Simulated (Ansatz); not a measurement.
# SrCl2 (Fm-3m), ideal shear of a crystal plane

Method: DFT PBE, scalar-relativistic, plane waves, PAW in Ansatz 0.2.0. The runs took a 420 eV cutoff, a Γ-centred 5×5×2 mesh and Gaussian smearing (0.05 eV). No spin polarisation. Energies are free energies at this smearing, counted from the undisturbed cell; pressure is positive in compression.

The starting cell (as given, not relaxed at this level; it stands at 1.1 GPa, and it needn't be the usual structure):

```
Sr Cl
1.0
     3.48550   -3.48550    0.00000
     3.48550    0.00000   -3.48550
     6.97100    6.97100    6.97100
Sr Cl
3 6
Direct
  0.66667 0.66667 0.16668
  0.00000 0.00000 0.83335
  0.33333 0.33333 0.50002
  0.66667 0.66667 0.41668
  0.00000 0.00000 0.08335
  0.33333 0.33333 0.75002
  0.66667 0.66667 0.91668
  0.00000 0.00000 0.58335
  0.33333 0.33333 0.25002
```

The cut lies on the cell's a–b face, a (1 1 1) plane (indices in the standard cell, whose axes needn't be the Cartesian ones shown) of area 21.04 Å², between layers 2.01 Å apart. Vector c is tilted by f times 1·a + 1·b (length 8.538 Å) with the atoms' Cartesian places fixed: one unrelaxed fault a cell. The traction is dγ/du, the slope of γ against the slip u in Å.

```csv
f,γ (mJ/m²),traction (GPa)
0.0000,0,0.0
0.0833,134,3.3
0.1667,394,3.4
0.2500,559,1.0
0.3333,573,0.0
0.4167,694,4.7
0.5000,1461,18.1
0.5833,3166,25.9
0.6667,4275,0.0
0.7500,3122,-27.6
0.8333,1226,-21.5
0.9167,227,-7.4
```

Question: Read off the first barrier and the stress needed to climb it, and compare with Frenkel's sinusoid.

Answer: Among the sampled points the traction first falls to zero at f = 0.333, a slip of 2.85 Å, with γ ≈ 573 mJ/m², which stands in for the unstable fault energy γ_us, and the steepest sampled slope before it is 3.4 GPa. A sinusoid γ = γ_us sin²(πu/λ) with its maximum there has λ = 5.69 Å and a largest slope πγ_us/λ = 3.2 GPa (1 mJ/m² per Å = 0.01 GPa).

Question: Is there a metastable fault on this line?

Answer: At f = 0.333 the energy is stationary and rises again beyond: a shelf, or a maximum and a very shallow minimum close together, which these points barely resolve. The traction is larger one step after this point than one step before it, which favours a shallow minimum here. Further slip along the line climbs to 4275 mJ/m², so from there another slip direction is likely easier.

The cut is rigid; relaxing the faces lowers these energies and usually the stresses. The start isn't at rest at this level: it stands under 1.1 GPa with forces up to 0.00 eV/Å, so these aren't the figures of the relaxed crystal.